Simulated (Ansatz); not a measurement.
# Structure relaxation of Se

Theory: DFT r2SCAN, scalar-relativistic, plane waves, PAW (Ansatz 0.2.0). Cutoff 500 eV, Γ-centred k mesh, Gaussian smearing, no spin polarisation in the final step.

Se was placed on the alpha-boron structure type (R-3m, No. 166), at a guessed volume.

```
Se
1.0
     3.84908    2.22226    6.56422
    -3.84908    2.22226    6.56422
     0.00000   -4.44453    6.56422
Se
12
Direct
  0.01019 0.65361 0.01019
  0.01019 0.01019 0.65361
  0.65361 0.01019 0.01019
  0.98981 0.34639 0.98981
  0.34639 0.98981 0.98981
  0.98981 0.98981 0.34639
  0.22118 0.63060 0.22118
  0.22118 0.22118 0.63060
  0.63060 0.22118 0.22118
  0.77882 0.36940 0.77882
  0.36940 0.77882 0.77882
  0.77882 0.77882 0.36940
```

Cell and atoms relax at zero pressure; the relaxation can't lower the symmetry of the start. After a coarse first stage the cell is made exact in the group found at 0.06 Å.

Energies count from the standard state of Se at the same level.

Question: What does it relax into?

Answer: It keeps R-3m (No. 166), but not the shape of the type it started on. Conventional cell: a = 7.754 Å, c = 18.954 Å. Se on Wyckoff site h (6 atoms of the primitive cell) is coordinated by 1 Se at 2.25 Å; Se on Wyckoff site h (6 atoms of the primitive cell) is coordinated by 2 Se at 2.50 Å and 2 Se at 2.84 Å.

```xyz
12
Lattice="3.8770 2.2384 6.3180 -3.8770 2.2384 6.3180 0.0000 -4.4768 6.3180" Properties=species:S:1:pos:R:3 pbc="T T T"
Se   -1.8846    1.0881    4.2835
Se    0.0000   -2.1762    4.2835
Se    1.8846    1.0881    4.2835
Se    1.8846   -1.0881   14.6705
Se   -1.8846   -1.0881   14.6705
Se    0.0000    2.1762   14.6705
Se   -1.2476    0.7203    7.6370
Se    0.0000   -1.4406    7.6370
Se    1.2476    0.7203    7.6370
Se    1.2476   -0.7203   11.3169
Se   -1.2476   -0.7203   11.3169
Se    0.0000    1.4406   11.3169
```

Question: What are its volume, energy, density and gap?

Answer: The volume per atom is 27.4 Å³, the density is 4.8 g/cm³ and the energy over the standard structure is 0.29 eV/atom. The gap on the 6×6×6 mesh is 0 eV (a metal).

The final run used a 6×6×6 mesh on its 12-atom cell and 0.10 eV smearing. For metals, differences of a few meV/atom aren't resolved. No dispersion correction is applied, so the spacing between layers, chains or molecules is poorly fixed, and with it the volume and density. A structure relaxed within its symmetry needn't be a true minimum.